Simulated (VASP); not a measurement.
# CdSe (P6_3mc) in VASP: notebook

Aim: see how the results for CdSe move with the level of theory and the settings. Levels: PBEsol, RPBE. Tasks: single point.

Program: VASP 6.6.1. These are calculated values, not measurements. Logs are shortened: lines on timing, memory, paths and dates and some standing lists are left out, and cuts for length are marked.

**What was measured.**

A printed reference work, data compilation reports, for a bulk crystal of CdSe at 2 K: band gap 1.841 eV.

The runs below are set against these values where they give the same quantity.

### Step 1. The cell of the first run

The structure is hexagonal, space group P6_3mc (No. 186). Conventional cell: a = 4.301 Å, b = 4.301 Å, c = 7.021 Å, α = 90.00°, β = 90.00°, γ = 120.00°. Cd (site symmetry 3m) has 4 Se at 2.63 to 2.64 Å within 3.5 Å. Se (site symmetry 3m) has 4 Cd at 2.63 to 2.64 Å within 3.5 Å.

### Step 2. Single point, PBEsol

Input file INCAR:

```
PREC = Accurate
ENCUT = 520
EDIFF = 1E-6
ISMEAR = -1
SIGMA = 0.05
LREAL = False
LASPH = True
NELM = 80
ALGO = Normal
ISIF = 2
LWAVE = False
LCHARG = False
GGA = PS
NBANDS = 26
```

Input file KPOINTS:

```
Automatic mesh
0
Gamma
  7 7 4
```

Input file POSCAR:

```
CdSe
1.0
    4.3013173174      0.0000000000      0.0000000000
   -2.1506586587      3.7250500666      0.0000000000
    0.0000000000      0.0000000000      7.0211312409
Cd Se
2 2
Direct
    0.6666666667      0.3333333333      0.5046767477
    0.3333333333      0.6666666667      0.0046767477
    0.6666666667      0.3333333333      0.8803232523
    0.3333333333      0.6666666667      0.3803232523
```

Potentials or basis: VASP PAW PBE potentials, release 64 (Cd, Se).

Run with:

```console
> cat potpaw_PBE.64/Cd/POTCAR potpaw_PBE.64/Se/POTCAR > POTCAR
> mpirun -np 1 vasp_std > vasp.out
```

OUTCAR:

```text
PREC = Accurate
   ENCUT = 520
   EDIFF = 1E-6
   ISMEAR = -1
   LREAL = False
   LASPH = True
   NELM = 80
   ISIF = 2
   GGA = PS

 ion  position               nearest neighbor table
   1  0.667  0.333  0.505-   4 2.63   4 2.63   4 2.63   3 2.64
   2  0.333  0.667  0.005-   3 2.63   3 2.63   3 2.63   4 2.64
   3  0.667  0.333  0.880-   2 2.63   2 2.63   2 2.63   1 2.64
   4  0.333  0.667  0.380-   1 2.63   1 2.63   1 2.63   2 2.64

  LATTYP: Found a hexagonal cell.
 ALAT       =     4.3013173174
 C/A-ratio  =     1.6323211525

  Lattice vectors:

 A1 = (   4.3013173174,   0.0000000000,   0.0000000000)
 A2 = (  -2.1506586587,   3.7250500666,   0.0000000000)
 A3 = (   0.0000000000,   0.0000000000,   7.0211312409)

Analysis of symmetry for initial positions (statically):
=====================================================================
 Subroutine PRICEL returns:
 Original cell was already a primitive cell.

 Routine SETGRP: Setting up the symmetry group for a
 hexagonal supercell.

 Subroutine GETGRP returns: Found 12 space group operations
 (whereof  6 operations were pure point group operations)
 out of a pool of 24 trial point group operations.

The static configuration has the point symmetry C_3v.
 The point group associated with its full space group is C_6v.

Analysis of symmetry for dynamics (positions and initial velocities):
=====================================================================
 Subroutine PRICEL returns:
 Original cell was already a primitive cell.

 Routine SETGRP: Setting up the symmetry group for a
 hexagonal supercell.

 Subroutine GETGRP returns: Found 12 space group operations
 (whereof  6 operations were pure point group operations)
 out of a pool of 24 trial point group operations.

The dynamic configuration has the point symmetry C_3v.
 The point group associated with its full space group is C_6v.

 Subroutine INISYM returns: Found 12 space group operations
 (whereof  6 operations are pure point group operations),
 and found     1 'primitive' translations

----------------------------------------------------------------------------------------

                                     Primitive cell

  volume of cell :     112.4969

  direct lattice vectors                    reciprocal lattice vectors
     4.301317317  0.000000000  0.000000000     0.232486916  0.134226384  0.000000000
    -2.150658659  3.725050067  0.000000000     0.000000000  0.268452768  0.000000000
     0.000000000  0.000000000  7.021131241     0.000000000  0.000000000  0.142427191

  length of vectors
     4.301317317  4.301317317  7.021131241     0.268452768  0.268452768  0.142427191

  position of ions in fractional coordinates (direct lattice)
     0.666666667  0.333333333  0.504676748
     0.333333333  0.666666667  0.004676748
     0.666666667  0.333333333  0.880323252
     0.333333333  0.666666667  0.380323252

  ion indices of the primitive-cell ions
   primitive index   ion index
                 1           1
                 2           2
                 3           3
                 4           4

----------------------------------------------------------------------------------------

 KPOINTS: Automatic mesh

Automatic generation of k-mesh.
 Grid dimensions read from file:
 generate k-points for:    7    7    4

 Generating k-lattice:

  Cartesian coordinates                     Fractional coordinates (reciprocal lattice)
     0.033212417  0.019175198  0.000000000     0.142857143 -0.000000000  0.000000000
     0.000000000  0.038350395  0.000000000     0.000000000  0.142857143  0.000000000
     0.000000000  0.000000000  0.035606798     0.000000000  0.000000000  0.250000000

  Length of vectors
     0.038350395  0.038350395  0.035606798

  Shift w.r.t. Gamma in fractional coordinates (k-lattice)
     0.000000000  0.000000000  0.000000000

 Subroutine IBZKPT returns following result:
 ===========================================

 Found     24 irreducible k-points:

 Following reciprocal coordinates:
            Coordinates               Weight
  0.000000  0.000000  0.000000      1.000000
  0.142857  0.000000  0.000000      6.000000
  0.285714  0.000000  0.000000      6.000000
  0.428571  0.000000  0.000000      6.000000
  0.142857  0.142857  0.000000      6.000000
  0.285714  0.142857  0.000000     12.000000
[... 16 lines left out ...]
  0.428571  0.142857  0.500000      6.000000
  0.285714  0.285714  0.500000      6.000000
   k-points           NKPTS =     24   k-points in BZ     NKDIM =     24   number of bands    NBANDS=     26
   number of dos      NEDOS =    301   number of ions     NIONS =      4
   total plane-waves  NPLWV =  55296
   dimension x,y,z NGX =    32 NGY =   32 NGZ =   54
   dimension x,y,z NGXF=    64 NGYF=   64 NGZF=  108
   ions per type =               2   2
   NGX,Y,Z   is equivalent  to a cutoff of  12.37, 12.37, 12.79 a.u.
   NGXF,Y,Z  is equivalent  to a cutoff of  24.74, 24.74, 25.57 a.u.
 SYSTEM =  unknown system
   PREC   = accura    normal or accurate (medium, high low for compatibility)
   ISTART =      0    job   : 0-new  1-cont  2-samecut
   ICHARG =      2    charge: 1-file 2-atom 10-const
   ISPIN  =      1    spin polarized calculation?
   LNONCOLLINEAR =      F non collinear calculations
   LSORBIT =      F    spin-orbit coupling
   LASPH  =      T    aspherical Exc in radial PAW
   ENCUT  =  520.0 eV  38.22 Ry    6.18 a.u.   8.00  8.00 13.05*2*pi/ulx,y,z
   NELM   =     80;   NELMIN=  2; NELMDL= -5     # of ELM steps
   EDIFF  = 0.1E-05   stopping-criterion for ELM
   LREAL  =      F    real-space projection
   EDIFFG = 0.1E-04   stopping-criterion for IOM
   NSW    =      0    number of steps for IOM
   IBRION =     -1    ionic relax: 0-MD 1-quasi-New 2-CG
   NFREE  =      0    steps in history (QN), initial steepest desc. (CG)
   ISIF   =      2    stress and relaxation
   ISYM   =      2    0-nonsym 1-usesym 2-fastsym
   POTIM  = 0.5000    time-step for ionic-motion
   TEBEG  =    0.0;   TEEND  =   0.0 temperature during run
   PSTRESS=    0.0 pullay stress
   NELECT =      36.0000    total number of electrons
   NUPDOWN=      -1.0000    fix difference up-down
   EMIN   =  10.00;   EMAX   =-10.00  energy-range for DOS
   EFERMI =   0.00;   METHOD = LEGACY
   ISMEAR =    -1;   SIGMA  =   0.05  broadening in eV -4-tet -1-fermi 0-gaus
   EFERMI_NEDOS =   21; number of points for ismear=-14 and -15
   IALGO  =     38    algorithm
   IMIX   =      4    mixing-type and parameters
     AMIX     =   0.40;   BMIX     =  1.00
     AMIX_MAG =   1.60;   BMIX_MAG =  1.00
  volume/ion in A,a.u.               =      28.12       189.79
  Fermi-wavevector in a.u.,A,eV,Ry     =   1.119770  2.116058 17.060134  1.253885
  Thomas-Fermi vector in A             =   2.256411
   LORBIT       =      0    0 simple, 1 ext, 2 COOP (PROOUT), +10 PAW based schemes
   GGA     = PS    functional components
   LHFCALC =     F    Hartree Fock is set to
   AEXX    =    0.0000 exact exchange contribution
   IVDW    =     0    specifies the selected vdW correction
   LEPSILON=     F    determine dielectric tensor
   LRPA    =     F    only Hartree local field effects (RPA)
 non-spin polarized calculation
  energy-cutoff  :      520.00
  volume of cell :      112.50
 maximum number of plane-waves:      3042
 NGX is ok and might be reduce to    32
   NGX = 15   NGY = 15   NGZ = 27

 number of electron      35.9999992 magnetization

 Free energy of the ion-electron system (eV)
  ---------------------------------------------------
  ext. energy  EPLUGINS =         0.00000000
  ---------------------------------------------------
  free energy    TOTEN  =       -12.34978343 eV

  energy without entropy =      -12.34972779  energy(sigma->0) =      -12.34975561

 E-fermi :   1.1182     XC(G=0):  -9.0918

 val. band max:        0.8194859450   @ k =   0.0000   0.0000   0.0000
 cond. band min:       1.3593867307   @ k =   0.0000   0.0000   0.0000
 fundamental gap:      0.5399007857
 Fermi energy:         1.1181804780

 k-point     1 :       0.0000    0.0000    0.0000
  band No.  band energies     occupation
      1     -11.8133      2.00000
      2     -11.4278      2.00000
      3      -7.0899      2.00000
      4      -7.0826      2.00000
      5      -7.0826      2.00000
      6      -7.0140      2.00000
[... 18 lines left out ...]
     25       7.7697      0.00000
     26       8.4015      0.00000

 k-point     2 :       0.1429    0.0000    0.0000
  band No.  band energies     occupation
      1     -11.7502      2.00000
      2     -11.3992      2.00000
      3      -7.0705      2.00000
      4      -7.0604      2.00000
      5      -7.0361      2.00000
      6      -6.9859      2.00000
[... 18 lines left out ...]
     25       8.0480      0.00000
     26       8.2424      0.00000

 k-point     3 :       0.2857    0.0000    0.0000
  band No.  band energies     occupation
      1     -11.5991      2.00000
      2     -11.3417      2.00000
      3      -7.0299      2.00000
      4      -7.0184      2.00000
      5      -6.9312      2.00000
      6      -6.9128      2.00000
[... 18 lines left out ...]
     25       8.4461      0.00000
     26       8.6564      0.00000

 k-point     4 :       0.4286    0.0000    0.0000
  band No.  band energies     occupation
      1     -11.4589      2.00000
      2     -11.3122      2.00000
      3      -7.0072      2.00000
      4      -6.9954      2.00000
      5      -6.8598      2.00000
      6      -6.8592      2.00000
[... 18 lines left out ...]
     25       8.6473      0.00000
     26       9.9692      0.00000
[... 496 lines left out ...]
      1     -11.3985      2.00000
      2     -11.3985      2.00000
      3      -6.9674      2.00000
      4      -6.9674      2.00000
      5      -6.9353      2.00000
      6      -6.9353      2.00000
[... 18 lines left out ...]
     25       8.4333      0.00000
     26       8.4333      0.00000

 k-point    23 :       0.4286    0.1429    0.5000
  band No.  band energies     occupation
      1     -11.3553      2.00000
      2     -11.3553      2.00000
      3      -6.9597      2.00000
      4      -6.9597      2.00000
      5      -6.9221      2.00000
      6      -6.9221      2.00000
[... 18 lines left out ...]
     25       9.0879      0.00000
     26       9.0879      0.00000

 k-point    24 :       0.2857    0.2857    0.5000
  band No.  band energies     occupation
      1     -11.3454      2.00000
      2     -11.3454      2.00000
      3      -6.9436      2.00000
      4      -6.9436      2.00000
      5      -6.9231      2.00000
      6      -6.9231      2.00000
[... 18 lines left out ...]
     25       8.7970      0.00000
     26       8.7970      0.00000

------------------------ aborting loop because EDIFF is reached ----------------------------------------

  FORCE on cell =-STRESS in cart. coord.  units (eV):
  Direction    XX          YY          ZZ          XY          YZ          ZX
  --------------------------------------------------------------------------------------
  -------------------------------------------------------------------------------------
  Total        0.2483991      0.2483991      0.2443683      0.0000000      0.0000000     -0.0000000
  in kB        3.5376911      3.5376911      3.4802849      0.0000000      0.0000000     -0.0000000
  external PRESSURE =       3.5185557 kB  Pullay stress =       0.0000000 kB

 VOLUME and BASIS-vectors are now :
 -----------------------------------------------------------------------------
  energy-cutoff  :      520.00
  volume of cell :      112.50
      direct lattice vectors                 reciprocal lattice vectors
     4.301317317  0.000000000  0.000000000     0.232486916  0.134226384  0.000000000
    -2.150658659  3.725050067  0.000000000     0.000000000  0.268452768  0.000000000
     0.000000000  0.000000000  7.021131241     0.000000000  0.000000000  0.142427191

 POSITION                                       TOTAL-FORCE (eV/Angst)
 -----------------------------------------------------------------------------------
      2.15066      1.24168      3.54340         0.000000     -0.000000      0.000485
     -0.00000      2.48337      0.03284        -0.000000      0.000000      0.000485
      2.15066      1.24168      6.18087        -0.000000      0.000000     -0.000485
     -0.00000      2.48337      2.67030        -0.000000     -0.000000     -0.000485
 -----------------------------------------------------------------------------------
    total drift:                               -0.000000     -0.000000      0.000164

  FREE ENERGIE OF THE ION-ELECTRON SYSTEM (eV)
  ---------------------------------------------------
  free  energy   TOTEN  =       -12.3497834335 eV

  energy  without entropy=      -12.3497277867  energy(sigma->0) =      -12.34975561
```

Wall time 83 s (1 thread of Intel Xeon 8259CL, shared host); peak memory 0.25 GiB.

What came out:

* Free energy: -12.3498 eV
* Pressure: 0.4 GPa
* Band gap on the k mesh: 0.54 eV

Caveat: the PAW data sets were made with another functional, which shifts forces and pressure a little.

[end of part 1 of 2]
